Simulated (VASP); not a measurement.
Set up this calculation in VASP 6.6.1, as the native input.

```yaml
Task: single point
Functional: PBE
Potentials_or_basis: VASP PAW PBE potentials, release 64 (Li_sv)
Cutoff: 520 eV
k_mesh: 8 × 8 × 4
Occupations: gaussian, width 0.05 eV
Spin: no spin polarisation
Dipole_correction: no
Further_INCAR_settings: ALGO = Normal; EDIFF = 1e-06; NBANDS = 10
```

The structure of Li lies in POSCAR:

```
Li
1.0
    3.0976398640      0.0000000000      0.0000000000
   -1.5488199320      2.6826348140      0.0000000000
    0.0000000000      0.0000000000      4.9973525215
Li
2
Direct
    0.3333333333      0.6666666667      0.7500000000
    0.6666666667      0.3333333333      0.2500000000
```

The cell was built by a generator and needn't be a form met in nature.

One way to write it, as run:

INCAR

```
ALGO = Normal
EDIFF = 1E-6
ENCUT = 520
GGA = PE
ISIF = 2
ISMEAR = 0
LASPH = True
LCHARG = False
LREAL = False
LWAVE = False
NBANDS = 10
NELM = 80
PREC = Accurate
SIGMA = 0.05
```

KPOINTS

```
k-points
0
Gamma
  8 8 4
```

Potentials or basis: VASP PAW PBE potentials, release 64 (Li_sv).

Launch:

```console
$ cat potpaw_PBE.64/Li_sv/POTCAR > POTCAR
$ mpirun -np 1 vasp_std > vasp.out
```

It gave:

```
Band gap on the k mesh : none (metal or under the smearing width)
```

It took 7.4 s on 1 thread of Intel(R) Xeon(R) Platinum 8559C (Emerald Rapids) (shared host), peak memory 0.14 GiB.
